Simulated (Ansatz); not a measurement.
# Nb: a surface, (10-10), 4 layers

Aim: cut a slab of Nb (10-10), 4 layers from the relaxed bulk, relax it, and get surface energy and work function. Methods of the runs shown: PAW. Its runs: bulk cell relaxed (PAW); bulk in the slab's orientation (PAW); the reference run (PAW); atoms relaxed (PAW); no images along the normal (PAW).

Computed with Ansatz 0.2.0 (DFT, PBE, PAW with Ansatz's default frozen-core files, scalar-relativistic, unless a step's input says otherwise).

### 1 The structure to begin with

Symmetry: P6_3/mmc, No. 194, hexagonal system. Conventional cell: a = 2.956 Å, b = 2.956 Å, c = 4.789 Å, α = 90.00°, β = 90.00°, γ = 120.00°. Around Nb (site symmetry -6m2) lie 12 Nb at 2.94 to 2.96 Å.

As a file:

```xyz
2
Lattice="2.9564 0.0000 0.0000 -1.4782 2.5603 0.0000 0.0000 0.0000 4.7894" Properties=species:S:1:pos:R:3 pbc="T T T"
Nb    0.0000    1.7069    1.1973
Nb    1.4782    0.8534    3.5920
```

Atoms are numbered in the order of the input: Nb1, Nb2.

### 2 Bulk cell relaxed, PAW

The input, input.yaml:

```yaml
crystal:
  lattice:
    - [2.9563926124, 0.0, 0.0]
    - [-1.4781963062, 2.5603111058, 0.0]
    - [0.0, 0.0, 4.789356032]
  atoms:
    - { symbol: Nb, position: [0.3333333333, 0.6666666667, 0.25] }
    - { symbol: Nb, position: [0.6666666667, 0.3333333333, 0.75] }
kpoints:
  mp_grid: { grid: [17, 17, 9] }
scf:
  occupations: { method: fermi_dirac, width: 0.08 }
hamiltonian:
  xc: pbe
  pseudopotentials: { kind: paw }
output:
  forces: true
  stress: true
relax:
  f_tol: 0.005
  max_steps: 40
  cell: {}
```

The run is started by

```
ansatz run input.yaml --threads 1 --pin off --max-ram 3584MiB --backend cpu --events-out ev --progress --plain --runs-dir out
```

The runs that follow: Bulk in the slab's orientation, PAW; Slab as cut, PAW; Atoms relaxed, PAW; No images along the normal, PAW.

**Question.** What will these runs give? Wanted: surface energy; work function.

**Answer**, as computed:

| quantity | value |
| --- | --- |
| surface energy (PAW, relaxed) | 1.77 J/m² |
| work function (PAW, relaxed) | 4.36 eV |

What this shows: By PAW the surface costs 2.09 J/m² as cut and 1.77 J/m² relaxed. Thickness wasn't converged, and no reconstruction was sought.
